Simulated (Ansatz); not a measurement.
Here is the system:

GeTe (alpha-GeTe type, space group R3m)

```xyz
2
Lattice="2.0935 1.2087 3.6868 -2.0935 1.2087 3.6868 0.0000 -2.4174 3.6868" Properties=species:S:1:pos:R:3 pbc="T T T"
Ge     0.0000     0.0000     2.5643
Te     0.0000     0.0000     8.4961
```

In each cell atom 1 (Ge, nearest neighbour Te at 2.815 Å; its periodic images, 4.2 Å or more away, move with it) moves by s·(0.000, 0.000, 1.000) (along Cartesian z), the rest being held.

Calculation: r2SCAN (plane waves to 500 eV, PAW, scalar-relativistic; Ansatz, a quantum-chemistry and plane-wave program). k mesh 8×8×8 (Γ-centred), Fermi-Dirac smearing 0.05 eV. Energies are smeared free energies. As the smearing reaches across the gap at some points, energies and forces of such displacements shift with the k mesh and the smearing. GeTe was relaxed with its symmetry unable to fall. Spin-orbit coupling is left out, though Te is heavy. The zero of ΔE is the undisplaced structure.

The scan covers s from -0.280 to 0.280 Å in 11 points.

### Question
Is the energy the same for displacements of ±0.280 Å, and if not, which side lies higher?

### Answer
Not even: the negative side lies higher at ±0.280 Å. With its periodic images moving along, the atom's site symmetry in this cell is 3m.

### Question
What force acts on the atom along the line at s = -0.280 Å?

### Answer
1.50 eV/Å.

### Question
What is the energy change at s = 0.280 Å?

### Answer
102 meV/cell.

### Question
What is the force constant k = d²E/ds² of this move at s = 0?

### Answer
4.32 eV/Å².

### Question
With two atoms in the cell this is the zone-centre optical mode. What wavenumber follows?

### Answer
159 cm⁻¹.

(For displaced atoms, the force is minus the slope of the energy, and its curvature is a force constant, which sets phonon frequencies.)
